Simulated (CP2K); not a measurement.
Runs of CP2K 2026.2 on Pd. The structure is cubic, space group Fm-3m (No. 225). Conventional cell: a = 3.893 Å, b = 3.893 Å, c = 3.893 Å, α = 90.00°, β = 90.00°, γ = 90.00°. Around Pd (site symmetry m-3m) lie 12 Pd at 2.75 Å. 

| level | cutoff of the non-local correlation (Ry) | gap on the mesh (eV) | pressure (GPa) |
| --- | --- | --- | --- |
| WC | - | none | 0.5 |
| rev-vdW-DF2 | 300 | none | 4.8 |
| r2SCAN | - | none | 3.4 |
| PBEsol | - | none | -1.0 |
| LDA | - | none | (b) |
| vdW-DF2 | 300 | none | (a) |

Alike in all rows: task atomic charges; potentials or basis POTENTIAL_UZH Pd GTH-PBE-q18; TZVP-MOLOPT-PBE-GTH basis; no spin polarisation; cell as given; k mesh 12 × 12 × 12; smearing fermi-dirac 0.05 eV.

Question: Estimate the missing entries.

Answer: (a) 27.5; (b) -6.9.

Caveats: the potentials were made for another functional, which shifts forces and pressure; the basis of atomic orbitals isn't converged, which shifts pressures, moduli and gaps.

A k mesh can miss the band edges, and the runs leave out spin-orbit coupling on Pd.

A gap of «none» marks a metal or a gap under the smearing width.

Runs at the PBE level aren't shown here.
